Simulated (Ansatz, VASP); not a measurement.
## Two plane-wave programs on MgS

The input INCAR:

```
SYSTEM = MgS
ALGO     = Normal         ! electronic algorithm
EDIFF    = 1E-6           ! SCF threshold, eV
ENCUT    = 520            ! plane-wave cutoff, eV
GGA      = PE             ! functional
ISIF     = 2              ! what is computed and relaxed
ISMEAR   = -1             ! smearing method
LASPH    = .True.         ! aspherical terms in the spheres
LCHARG   = .False.        ! write CHGCAR
LREAL    = .False.        ! projectors in reciprocal space
LWAVE    = .False.        ! write WAVECAR
NBANDS   = 11             ! bands
NELM     = 80             ! most SCF steps
PREC     = Accurate       ! precision mode
SIGMA    = 0.05           ! smearing width, eV
```

File KPOINTS:

```
k-points
0
Gamma
  9 9 8
  0 0 0
```

Contents of POSCAR:

```
MgS
1.0
    3.5621079365      0.0000000000      0.0000000000
   -1.7810490358      3.0848761704      0.0000000000
    0.0000000000      0.0000000000      3.2605888483
Mg S
1 1
Direct
    0.0000000000      0.0000000000      0.5000000000
    0.6666700000      0.3333300000      0.0000000000
```

Contents of input.yaml:

```yaml
crystal:
  lattice:
    - [3.5621079365, 0.0, 0.0]
    - [-1.7810490358, 3.0848761704, 0.0]
    - [0.0, 0.0, 3.2605888483]
  atoms:
    - { symbol: Mg, position: [0.0, 0.0, 0.5] }
    - { symbol: S, position: [0.66667, 0.33333, 0.0] }
hamiltonian:
  xc: pbe
  pseudopotentials: { kind: paw }
kpoints:
  mp_grid: { grid: [9, 9, 8] }
scf:
  occupations: { method: fermi_dirac, width: 0.05 }
output:
  forces: true
  stress: true
  eigenvalues: true
```

The cell was built by a generator and needn't be a form met in nature.

Alike in both runs: task single point; functional PBE; k mesh 9 × 9 × 8; occupations fermi-dirac, width 0.05 eV; no spin polarisation.

|  | VASP | Ansatz |
| --- | --- | --- |
| version | VASP 6.6.1 | Ansatz 0.2.0 |
| potentials or method | VASP PAW PBE potentials, release 64 (Mg, S) | Ansatz PAW |
| plane-wave cutoff (eV) | 520 | 420 |
| valence electrons in the cell | 8 | 16 |

Ansatz gave:

| Quantity | Value |
| --- | --- |
| gap on the k mesh at the Fermi level (eV) | 1.23 |
| least direct gap on the mesh (eV) | 2.24 |
| pressure (GPa) | 3.1 |
| largest component of the traceless stress (GPa) | 0.64 |

Question: Which values does VASP return?

Answer: gap on the k mesh at the Fermi level (eV): 1.21; least direct gap on the mesh (eV): 2.22; pressure (GPa): 2.8; largest component of the traceless stress (GPa): 0.60.

The two sets of potentials don't hold the same shells in valence.

Caveats: an odd mesh through Γ misses points on the zone boundary, where band edges often lie (VASP); odd divisions of the mesh miss points on the zone boundary, where band edges often lie, so the gap on the mesh can be too wide (Ansatz). A hybrid or GW would open this gap; PBE tends to underestimate it.
